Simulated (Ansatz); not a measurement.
# How RbCl absorbs and reflects light, part 2 of 2

What colour and refractive index does RbCl have at this level of theory? The cell comes from an older database entry, whose edges can differ from later determinations, mostly by under a per cent.

Ansatz 0.2.0; DFT, PBE, plane-wave PAW, default files, scalar-relativistic, independent-particle optical response without local fields.

So far. Step 2 (Ground state and bands): There is a gap, 5.05 eV on the path, so no carriers' term is needed. The cell is left with a pressure of 1.2 GPa, as it stands unrelaxed at this level.

The database entry behind the starting cell differs from later determinations by our own check (about 0.5 % short), so it need not match the best structure at ambient conditions.

**3. Spectrum**

With the density converged, the vertical transitions are summed over the zone.

This step: DFT, PBE, plane-wave PAW, default files, scalar-relativistic, independent-particle optical response without local fields (Ansatz 0.2.0).

Contents of input.yaml:

```yaml
crystal:
  lattice:
    - [0.0, 3.274, 3.274]
    - [3.274, 0.0, 3.274]
    - [3.274, 3.274, 0.0]
  atoms:
    - { symbol: Rb, position: [0.0, 0.0, 0.0] }
    - { symbol: Cl, position: [0.5, 0.5, 0.5] }
kpoints:
  mp_grid: { grid: [6, 6, 6] }
scf:
  occupations: { method: fixed }
hamiltonian:
  xc: pbe
  pseudopotentials: { kind: paw }
output:
  optics:
    e_range: [0, 22]
    de: 0.05
    sigma: 0.15
    nscf_kmesh: { grid: [10, 10, 10] }
    bands: { spectra_wanted_up_to: 22 }
```

The run is started by

```console
> ansatz run input.yaml --threads 4 --pin off --max-ram 8192MiB --backend cpu --events-out ev --progress --plain --runs-dir out
```

Numbers of over 12 decimals in the logs are rounded to 6 here.

The program printed:

```text
[...]
Crystal: 2 atoms, lattice volume = 70.189 Å³
Basis set: ecut = 420 eV, 1363 PW (Γ)
Bands: 12, of which v1, the nominal top of the filled ones, is band 8 counted from 1 (7 counted from 0)
Symmetry: 48 space group operations
[...]
k-points: 16 of 216
[...]
SCF iter   1: F=—  HF=-4350.748175 eV  |F-HF|=—  |Δ(HF+E_count)|=         —  Δρ=2.35e-4  dr2=5.39e-5  ethr=1.77e-3  ⟨swp⟩=6.2  Hψ=1098  notcnv=0  defer=30
[...]
SCF iter   7: F=-4350.748435 eV  HF=-4350.748435 eV  |F-HF|=2.73e-12  |Δ(HF+E_count)|=  3.27e-10  Δρ=3.71e-8  dr2=1.04e-12  ethr=1.00e-12  ⟨swp⟩=6.4  Hψ=887  notcnv=0
SCF 1 converged in 7 iterations: F = -4350.748435 eV  dr2 = 1.04e-12
[...]
NSCF: frozen V_eff on 47 k-points
[...]
output.optics: what the bands over the 42 summed would add to eps1, eps2 and the energy-loss function is held between a lower and an upper bound (5 Lanczos steps). eps1, eps2 and their loss function (loss_summed_bands) are given on every row as the summed bands alone make them. Along an axis, on a row where the two bounds hold the loss function to about 1 % of the greater of itself and 0.5 % of |1/eps|, its cell (loss_completed) is given, with the completed eps1 and eps2 that it is formed of (a cell that is left empty reads nan in the table and null in the record). The two bounds hold it so along every axis on all 441 rows up to 22.000 eV. [rest of the remark cut]
SCF converged after 7 iterations
Free energy (F): -4350.748435 eV
[...]
Internal energy: -4350.748435 eV  (E = F + TS)
E sigma→0 (E₀):  -4350.748435 eV
Fermi energy:    1.103110 eV
[...]
--- Band table (eV; the first three rows and the last of 16) ---
  k-point 0: bands = [... 4 lower, -6.8293, 1.1031, 1.1031, 1.1031, 6.1533, 9.0976, 9.0976, 9.0976]
  k-point 1: bands = [... 4 lower, -6.8216, 0.8411, 1.0106, 1.0106, 6.7832, 8.9295, 9.4459, 9.4459]
  k-point 2: bands = [... 4 lower, -6.8065, 0.4082, 0.8360, 0.8360, 8.1305, 8.9403, 10.4114, 10.4114]
  k-point 15: bands = [... 4 lower, -6.8460, 0.7353, 0.8212, 0.9268, 8.0089, 9.7015, 9.9822, 11.0057]
```

The job ended after 4.6 s (4 threads of AMD EPYC 9B14 (Zen 4), shared host; peak memory 0.71 GiB; 16 s of CPU time).

Read-outs, printed or worked out from the files:

* electronic dielectric constant ε∞, mean over x, y and z (by symmetry where fewer were run): 2.604
* absorption onset, first axis (α over 10⁴ cm⁻¹, or the direct gap if that lies higher): 5.050 eV
* main peak of Im epsilon, first axis: 9.936 eV
* least direct gap on the mesh: 5.050 eV
* bands summed: 42
* spectra valid up to: 31.69 eV
* program's estimate of the k-sum error in Im epsilon: 0.25 %
* electrons in the f-sum: 13.89

The Im ε, any direction has structure finer than the step of the table below, so its rows give means over 0.5 eV, whole bins alone (the curve runs from 0 to 22 eV). Peaks (eV: height): 7.95: 3.63, 9.95: 4.25, 15.40: 3.53, 17.80: 2.98, 19.90: 2.02.

Im ε, any direction against photon energy; means over each step:

```
photon energy (eV)  Im ε, any direction
               4.5               1.7e-5
               5.0               0.0896
               5.5                0.431
               6.0                0.645
               6.5                 1.29
               7.0                 1.94
               7.5                 2.61
               8.0                 3.30
               8.5                 1.82
               9.0                 1.01
               9.5                 2.57
              10.0                 4.05
              10.5                 3.35
              11.0                 2.21
              11.5                 1.06
              12.0                0.704
              12.5                0.899
              13.0                0.898
              13.5                 1.06
              14.0                0.851
              14.5                 1.12
              15.0                 2.58
              15.5                 3.40
              16.0                 2.08
              16.5                 1.24
              17.0                 1.14
              17.5                 2.23
              18.0                 2.64
              18.5                 1.89
              19.0                 1.30
              19.5                 1.40
              20.0                 1.69
              20.5                0.779
              21.0                0.610
              21.5                0.816
```

Re ε, any direction against photon energy:

photon energy (eV), Re ε, any direction and a bar from the least value:
```
        0       2.60 #####################
        1       2.62 #####################
        2       2.68 ######################
        3       2.78 ######################
        4       2.98 ########################
        5       3.51 ###########################
        6       3.85 #############################
        7       3.95 ##############################
        8       2.20 ##################
        9       2.66 ######################
       10       1.83 ################
       11      -0.41 #
       12       0.84 ##########
       13       1.41 #############
       14       1.63 ###############
       15       2.84 #######################
       16      -0.21 ###
       17       1.14 ############
       18       0.02 ####
       19      -0.18 ###
       20      -0.61 
       21      -0.07 ####
       22      -0.17 ###
```

Values under 1 per cm are given as 1. The absorption coefficient, any direction by photon energy:

```
photon energy (eV)  absorption coefficient, any direction (1/cm)
              0.00                                             1
              1.00                                             1
              2.00                                             1
              3.00                                             1
              4.00                                             1
              5.00                                          6918
              6.00                                         97904
              7.00                                         3.4e5
              8.00                                         8.2e5
              9.00                                         2.3e5
             10.00                                         1.2e6
             11.00                                         1.3e6
             12.00                                         4.0e5
             13.00                                         4.6e5
             14.00                                         4.4e5
             15.00                                         1.1e6
             16.00                                         1.7e6
             17.00                                         8.1e5
             18.00                                         2.1e6
             19.00                                         1.6e6
             20.00                                         2.3e6
             21.00                                         1.2e6
             22.00                                         1.2e6
```

The loss function −Im 1/ε at q → 0, any direction has structure finer than the step of the table below, so its rows give means over 1 eV, whole bins alone (the curve runs from 0 to 22 eV). Peaks (eV: height): 11.6: 0.997, 16.5: 0.739, 19.1: 0.838, 21.0: 1.75.

The loss function −Im 1/ε at q → 0, any direction by energy loss; means over each step:

```
energy loss (eV)  loss function −Im 1/ε at q → 0, any direction
               4                                              0
               5                                         0.0102
               6                                         0.0437
               7                                         0.0995
               8                                          0.223
               9                                          0.175
              10                                          0.200
              11                                          0.518
              12                                          0.625
              13                                          0.326
              14                                          0.238
              15                                          0.186
              16                                          0.504
              17                                          0.476
              18                                          0.389
              19                                          0.701
              20                                          0.606
              21                                           1.34
```

Table of reflectivity at normal incidence, any direction by photon energy; read off at these points:

```
photon energy (eV)  reflectivity at normal incidence, any direction (%)
              0.00                                                 5.51
              0.50                                                 5.53
              1.00                                                 5.59
              1.50                                                 5.68
              2.00                                                 5.82
              2.50                                                 6.01
              3.00                                                 6.27
              3.50                                                 6.62
              4.00                                                 7.09
              4.50                                                 7.79
              5.00                                                 9.23
              5.50                                                 10.1
              6.00                                                 10.9
              6.50                                                 13.2
              7.00                                                 13.8
              7.50                                                 15.2
              8.00                                                 18.7
              8.50                                                 9.42
              9.00                                                 6.90
              9.50                                                 15.5
             10.00                                                 21.9
             10.50                                                 22.7
             11.00                                                 25.6
             11.50                                                 13.7
             12.00                                                 2.78
             12.50                                                 3.73
             13.00                                                 3.50
             13.50                                                 4.82
             14.00                                                 3.53
             14.50                                                 6.68
             15.00                                                 14.1
             15.50                                                 20.9
             15.75                                                 24.0
             16.00                                                 22.8
             16.50                                                 11.0
             17.00                                                 5.02
             17.50                                                 12.0
             18.00                                                 22.6
             18.50                                                 21.1
             18.80                                                 25.8
             19.00                                                 21.2
             19.50                                                 13.9
             20.00                                                 28.6
             20.35                                                 38.0
             20.50                                                 37.0
             21.00                                                 22.0
             21.50                                                 22.9
             21.90                                                 38.0
             22.00                                                 35.5
```

From ε follow the optical constants at some laser and lamp lines:

```
wavelength (nm)     n      k  R (%)        1/α
           1550  1.62  0.000    5.6  over 1 mm
           1064  1.62  0.000    5.6  over 1 mm
            532  1.64  0.000    5.9  over 1 mm
            450  1.66  0.000    6.1  over 1 mm
            308  1.73  0.000    7.1  over 1 mm
            248  1.87  0.014    9.2     1.5 µm
            193  2.08  0.282   13.0      54 nm
```

Rows near the edge hang on the gap, which this functional as a rule makes too small, and phonon-assisted absorption is left out.

Through 1 µm of it, D65 light comes out colourless (x = 0.313, y = 0.330; 89 % transmitted).

The f-sum over the summed bands holds 13.9 of the cell's 16 electrons outside the frozen cores, 4 of which lie in bands more than 12 eV below the Fermi level, whose transitions come at higher energies. Up to 22 eV the strength has a mean oscillator energy of 12.3 eV, close to the main peak.

**4. Static response with local fields**

A static field by perturbation theory: the induced potential is included, and the Born charges come with it.

This step: DFT, PBE, plane-wave PAW, default files, scalar-relativistic, static field response by perturbation theory with local fields (Ansatz 0.2.0).

input.yaml, the sections that differ from step 3:

```yaml
dielectric: {}
# crystal, kpoints, scf, hamiltonian: as in step 3
# output: removed
```

The program printed:

```text
[...]
Crystal: 2 atoms, lattice volume = 70.189 Å³
Basis set: ecut = 420 eV, 1363 PW (Γ), exchange–correlation on 64×64×64 points (8 copies of the dense FFT grid, shifted against one another)
Bands: 12, of which v1, the nominal top of the filled ones, is band 8 counted from 1 (7 counted from 0)
Symmetry: 48 space group operations
k-points: 30 of 216 (irreducible under 8 space group operations, time reversal used)
[...]
SCF iter   1: F=—  HF=-4350.748131 eV  |F-HF|=—  |Δ(HF+E_count)|=         —  Δρ=2.41e-4  dr2=5.80e-5  ethr=1.77e-3  ⟨swp⟩=6.2  Hψ=2052  notcnv=0  defer=58
[...]
SCF iter   6: F=-4350.748427 eV  HF=-4350.748427 eV  |F-HF|=2.73e-12  |Δ(HF+E_count)|=   1.85e-9  Δρ=1.04e-7  dr2=1.16e-11  ethr=1.00e-12  ⟨swp⟩=6.6  Hψ=1625  notcnv=0
SCF 1 converged in 6 iterations: F = -4350.748427 eV  dr2 = 1.16e-11
[...]
DFPT response loops at Γ: preconditioner auto → none (the input reference at scf.mixing.eps_inf says where Resta's filter doesn't serve); β = 0.50; Broyden in place of MSR1
SCF converged after 6 iterations
Free energy (F): -4350.748427 eV
[...]
Internal energy: -4350.748427 eV  (E = F + TS)
E sigma→0 (E₀):  -4350.748427 eV
Fermi energy:    1.103114 eV
[...]
--- Band table (eV; the first three rows and the last of 30) ---
  k-point 0: bands = [... 4 lower, -6.8293, 1.1031, 1.1031, 1.1031, 6.1533, 9.0976, 9.0976, 9.0976]
  k-point 1: bands = [... 4 lower, -6.8216, 0.8411, 1.0106, 1.0106, 6.7832, 8.9295, 9.4459, 9.4459]
  k-point 2: bands = [... 4 lower, -6.8066, 0.4082, 0.8360, 0.8360, 8.1305, 8.9403, 10.4114, 10.4114]
  k-point 29: bands = [... 4 lower, -6.8460, 0.7353, 0.8212, 0.9268, 8.0089, 9.7016, 9.9823, 11.0057]
--- Dielectric response (ions clamped): 1 representative field direction + reference, on 30 of 216 k-points (Σ response iterations 7) ---
  k mesh reduced under 8 symmetry operations, with k and −k counted as one. Each operation leaves every solved perturbation unchanged. A smaller set is not considered because the run solves the response to a homogeneous field
  ε∞ (high-frequency dielectric tensor):
        2.353350    -0.000000    -0.000000
        0.000000     2.353350    -0.000000
        0.000000    -0.000000     2.353350
  Born effective charges Z* (e; rows j = field, columns β = displacement):
    site 0:
         1.16465   -0.00000   -0.00000
        -0.00000    1.16465   -0.00000
        -0.00000   -0.00000    1.16465
    site 1:
        -1.16465    0.00000    0.00000
         0.00000   -1.16465    0.00000
         0.00000    0.00000   -1.16465
  Z* charge neutrality: 1.337e-6 e pre-enforcement
  k-mesh period / interband length: 27.8 Å / 1.18 Å = 23.52 at k = (0.0000, 0.0000, 0.0000), direct gap 5.050 eV — 14 or more, which is no proof of convergence
```

Wall time 1.4 s (4 threads); peak memory 0.45 GiB.

Numbers from this step:

| Quantity | Value |
| --- | --- |
| electronic dielectric constant ε∞, mean over x, y and z (by symmetry where fewer were run) | 2.353 |

ε∞ with local fields:

```
2.35 0.00 0.00
0.00 2.35 0.00
0.00 0.00 2.35
```

Diagonal elements. Born, by row:

```
atom  Z*xx (e)  Z*yy (e)  Z*zz (e)
 Rb1     1.165     1.165     1.165
 Cl2    -1.165    -1.165    -1.165
```

Mean Born charges are Rb +1.16 and Cl -1.16, against formal valences of +1 and -1. The largest lies a little above its ionic value.

**5. Outcome**

```yaml
gap_on_the_path: 5.05 eV
least_direct_gap_on_the_path: 5.05 eV
electronic_dielectric_constant_eps_infinity_mean_over_x_y_and_z_by_symmetry_where_fewer_were_run_independent_particles: 2.60
absorption_onset_first_axis_alpha_over_1e4_cm_minus1_or_the_direct_gap_if_that_lies_higher: 5.05 eV
main_peak_of_im_epsilon_first_axis: 9.94 eV
electronic_dielectric_constant_eps_infinity_mean_over_x_y_and_z_by_symmetry_where_fewer_were_run_static_response_with_local_fields: 2.35
```

In words: At this level (PBE, independent particles) RbCl has ε∞ = 2.60 (2.35 with local fields) and n = 1.62 at 1550 nm; absorption sets in near 5.1 eV, and Im ε peaks at 9.9 eV. The gap on the path is direct, 5.05 eV. Absorption passes 10⁴ cm⁻¹ from the direct gap on, 5.05 eV, in the ultraviolet, so the visible is passed. Distinct maxima of Im ε, read by a parabola through the highest points, lie at 7.97 eV (3.6), 9.94 eV (4.2), 15.41 eV (3.5) and 17.81 eV (3.0). The f-sum over the summed bands holds 13.9 of the cell's 16 electrons outside the frozen cores, 4 of which lie in bands more than 12 eV below the Fermi level, whose transitions come at higher energies. Up to 22 eV the strength has a mean oscillator energy of 12.3 eV, close to the main peak. Through 1 µm of it, D65 light comes out colourless (x = 0.313, y = 0.330; 89 % transmitted). With local fields and the functional's kernel the static response is 2.35 against 2.60 for independent particles (-10 %). In the base spectrum excitons and phonon-assisted transitions are missing, and so are local fields; PBE gaps are as a rule too small, which pulls the onset down and ε∞ up. In the base run ε includes the program's bounded estimate of what the bands above those summed add.

[Logs are printed without paths, hosts, clocks, repeated set-up lines and the standing remarks that a program may print on its own settings, such as how far it seeks lower states.]

[Hosts, paths, dates, database ids (printed as entryN), source tags and the programs' standing remarks are cut or masked in the printed files.]
